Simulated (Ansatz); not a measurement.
Carriers in CdS (F-43m)

```xyz
2
Lattice="0.0000 2.9123 2.9123 2.9123 0.0000 2.9123 2.9123 2.9123 0.0000" Properties=species:S:1:pos:R:3 pbc="T T T"
Cd    0.0000    0.0000    0.0000
S     4.3684    4.3684    4.3684
```

The conventional cell has a = 5.825 Å, b = 5.825 Å, c = 5.825 Å, α = 90.00°, β = 90.00°, γ = 90.00°. Cd (atom 1) has 4 S at 2.52 Å as nearest neighbours. S (atom 2) is surrounded by 4 Cd at 2.52 Å.

Level of theory, where no other is named: PBEsol, all-electron LAPW in Ansatz 0.2.0, with spin-orbit coupling. k mesh 6×6×6, fixed occupations, basis error target 1 meV/atom. The cell was relaxed by PAW under this functional.

Extrema are searched on a 10×10×10 mesh and refined by Newton steps; masses come from band slopes 0.005 Å⁻¹ away, 1/m* = (1/ħ²) d²E/dk², negative for holes (the finite step makes the lightest masses up to about 3 % heavy). k is in units of the reciprocal vectors.

Q: Where are the band edges, and is the gap direct?

A: The valence maximum lies at Gamma (0.000, 0.000, 0.000) and the conduction minimum at Gamma (0.000, 0.000, 0.000), so the Kohn-Sham gap of 0.997 eV is direct.

Q: What are the electron masses at the edge?

A: The principal masses are 0.112, 0.112, 0.112 mₑ. One valley has a density-of-states mass (m₁m₂m₃)^(1/3) = 0.112; the direction-averaged conductivity mass 3/Σ(1/mᵢ) is 0.112 mₑ.

Q: Several bands lie at or near the hole edge, or its surface isn't an ellipsoid. What are the masses by direction?

A: 

```tsv
direction	branch from the edge (spin pairs averaged)	its level at the point (eV from the edge)	m*/mₑ
100	1	0.000	-0.796
100	2	0.000	-0.16
100	3	-0.043	-0.277
110	1	0.000	-1.25
110	2	0.000	-0.15
110	3	-0.043	-0.276
111	1	0.000	-1.56
111	2	0.000	-0.146
111	3	-0.043	-0.275
11-2	1	0.000	-1.17
11-2	2	0.000	-0.151
11-2	3	-0.043	-0.276
```

Q: What gap does PAW give in the same cell?

A: 0.996 eV, -1 meV from the LAPW value.

Q: What does spin-orbit coupling change?

A: The gap goes from 1.011 to 0.997 eV. The valence levels at the maximum lie at 0.000, 0.000, -0.043 eV (pairs).

Q: Cells strained by ±0.5 % (all lengths, zz alone, equal engineering shears γ in yz, zx, xy; ions relaxed) give deformation potentials. How do the edge levels move, in eV per unit strain against the centre of the top valence set?

A: 

```json
{"point": "Gamma", "k": "0.00 0.00 0.00", "side": "valence", "bands": "4", "level (eV)": "0.000", "d/dlnV": "0.00", "d/dε_zz": "0.00", "d/dγ": "0.00*", "split/ε_zz": "1.97", "split/γ": "3.77"}
{"point": "Gamma", "k": "0.00 0.00 0.00", "side": "conduction", "bands": "2", "level (eV)": "0.997", "d/dlnV": "-2.05", "d/dε_zz": "-2.06", "d/dγ": "-0.10*", "split/ε_zz": "–", "split/γ": "–"}
{"point": "X", "k": "0.50 0.50 0.00", "side": "conduction", "bands": "2", "level (eV)": "3.369", "d/dlnV": "1.72", "d/dε_zz": "4.14", "d/dγ": "-0.10*", "split/ε_zz": "–", "split/γ": "–"}
{"point": "X", "k": "0.50 0.00 0.50", "side": "conduction", "bands": "2", "level (eV)": "3.369", "d/dlnV": "1.72", "d/dε_zz": "0.50", "d/dγ": "-0.10*", "split/ε_zz": "–", "split/γ": "–"}
{"point": "L", "k": "0.00 0.50 0.00", "side": "conduction", "bands": "2", "level (eV)": "2.875", "d/dlnV": "-1.38", "d/dε_zz": "-1.39", "d/dγ": "-3.13", "split/ε_zz": "–", "split/γ": "–"}
{"point": "L", "k": "0.50 0.50 0.50", "side": "conduction", "bands": "2", "level (eV)": "2.875", "d/dlnV": "-1.38", "d/dε_zz": "-1.39", "d/dγ": "9.00", "split/ε_zz": "–", "split/γ": "–"}
```

At this strain the splittings aren't small against the spin-orbit gap, so the split-off band mixes in and the linear formulas for b and d don't apply.

Sets with another level within 0.15 eV are left out, since it mixes in under strain; the reference set stays in any case. Entries marked * vanish by symmetry to first order; what they show is the residue of the finite step. These cells use a basis error target of 0.5 meV/atom.

Keep in mind: semilocal gaps are low, and what follows the gap (onsets, screening, light masses) shifts with it; the frozen-core PAW files of the compared runs were fitted under PBE, their cores solved anew for this functional.
